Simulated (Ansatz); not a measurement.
# Elastic constants of InP at 3 GPa (stress–strain coefficients): input and output

Level of theory: DFT PBE, scalar-relativistic, plane waves, PAW (Ansatz 0.2.0).

Launched with:
```bash
ansatz run input.yaml --threads 1 --pin off --max-ram 3072MiB --backend cpu --events-out ev --progress --plain --runs-dir out
```

Input (bare energies are in eV):
```yaml
crystal:
  lattice:
    - [0.0, 2.9350676883, 2.9350676883]
    - [2.9350676883, 0.0, 2.9350676883]
    - [2.9350676883, 2.9350676883, 0.0]
  atoms:
    - { symbol: In, position: [0.0, 0.0, 0.0] }
    - { symbol: P, position: [0.75, 0.75, 0.75] }
basis:
  ecutwfc: 420
kpoints:
  mp_grid: { grid: [10, 10, 10] }
hamiltonian:
  xc: pbe
scf:
  occupations: { method: fixed }
output:
  forces: true
  stress: true
  eigenvalues: true
  polarization: {}
elastic:
  mode: relaxed_ion
  stencil: two_point
```

From the output:
```
--- Elastic constants: 2 strain directions × 2 members + reference (group order 24) ---
  dense FFT box of the reference and of every strained cell: 30×30×30
  strains applied: 11, 23; error gains: componentwise 1.00 (the most a stress slope's error grows in a printed constant), spectral 1.73 (1 for all six strains in a standard setting)
  C = ∂σ_k/∂η_j (tension-positive GPa; Voigt order 11 22 33 23 13 12):
        99.745     59.882     59.882     -0.000      0.000      0.000
        59.882     99.745     59.882     -0.000      0.000      0.000
        59.882     59.882     99.745     -0.000      0.000      0.000
         0.000      0.000      0.000     42.568     -0.000     -0.000
         0.000      0.000      0.000      0.000     42.568     -0.000
        -0.000      0.000     -0.000     -0.000     -0.000     42.568
  reference stress σ⁰ (GPa):     -2.997     -2.997     -2.997     -0.000      0.000      0.000
  C* (energy form; C + prestress term) asymmetry max|C*_kj − C*_jk| = 2.132e-14 GPa — a small one proves nothing (zero by symmetry where the batch's group is 432, −43m or m−3m); a large one is finite-difference/SCF noise where every solve ...
  moduli (Voigt/Reuss/Hill, GPa): K = 73.17/73.17/73.17   G = 33.51/29.27/31.39   E = 82.39   ν = 0.312
  mechanically stable: yes (min eigenvalue of sym C = 39.86 GPa)
  e, the proper piezoelectric tensor (elastic.mode: relaxed_ion; C/m²; rows x y z; Voigt order 11 22 33 23 13 12):
      -0.00000    0.00000    0.00000   -0.04215    0.00000    0.00000
       0.00000    0.00000    0.00000   -0.00000   -0.04215    0.00000
      -0.00000    0.00000    0.00000   -0.00000    0.00000   -0.04215
  ±, each entry's uncertainty from the finite density of the strings (C/m²), an estimate: the size of the correction for it that the entry includes:
       0.00000    0.00000    0.00000    0.00578    0.00000    0.00000
       0.00000    0.00000    0.00000    0.00000    0.00578    0.00000
       0.00000    0.00000    0.00000    0.00000    0.00000    0.00578
  the group's symmetry takes up to 4.1e-8 C/m² out of the measured responses: error of the strings' finite density and of the mesh across them, as far as it breaks the symmetry (raise kpoints.mp_grid and any string_points); the largest step ...
  strain η (Voigt 11):  stress-route row diagonal C_11 = 99.75 GPa, energy-path curvature d²(F+E_count+ΔE)/dδ²/Ω₀ = 99.73 GPa
         δ    σ_11 (GPa) F (eV) n_scf n_hpsi n_pw
    -2.000e-3      -3.1965       -6353.9853999       8   30447    999   relax 0 steps, max|allowed force component| 1.67e-16 eV/Å
     2.000e-3      -2.7975       -6353.9891872       8   29916   1002   relax 0 steps, max|allowed force component| 8.33e-17 eV/Å
  strain η (Voigt 23):  stress-route row diagonal C_44 = 42.57 GPa, energy-path curvature d²(F+E_count+ΔE)/dδ²/Ω₀ = 44.05 GPa
         δ    σ_23 (GPa) F (eV) n_scf n_hpsi n_pw
    -2.000e-3      -0.0851       -6353.9873285       4   29541    999   relax 3 steps, max|allowed force component| 4.19e-8 eV/Å
     2.000e-3       0.0851       -6353.9873285       4   29491    999   relax 3 steps, max|allowed force component| 4.01e-8 eV/Å
--- Formal polarisation (Berry phase): one branch of a lattice of values; only differences between neighbouring runs are physical ---
  axis mesh electronic ionic p = total spread (rad) least overlap resolved gap  δp at fixed H ≤   (phases in cycles; p mod 1; gap in eV; gap and δp judge the states as solved, not the mesh's step, its ...
  b1    10×10×10        0.00000000     3.75000000     3.75000000      0.332669         0.8066        0.6902           8.9e-6
  b2    10×10×10        0.00000000     3.75000000     3.75000000      0.332669         0.8066        0.6902           8.9e-6
  b3    10×10×10       -0.00000000     3.75000000     3.75000000      0.332669         0.8066        0.6902           8.9e-6
  quantum along a1:   0.08208216 e/Å² =   131.510114 µC/cm²
  quantum along a2:   0.08208216 e/Å² =   131.510114 µC/cm²
  quantum along a3:   0.08208216 e/Å² =   131.510114 µC/cm²
  P = (  0.43530637,   0.43530637,   0.43530637) e/Å² = (  697.437699,   697.437699,   697.437699) µC/cm²  (mod the quanta)
```

The run took 120 s on 1 thread of Arm Neoverse V2, with other jobs on the host, peak memory 0.54 GiB.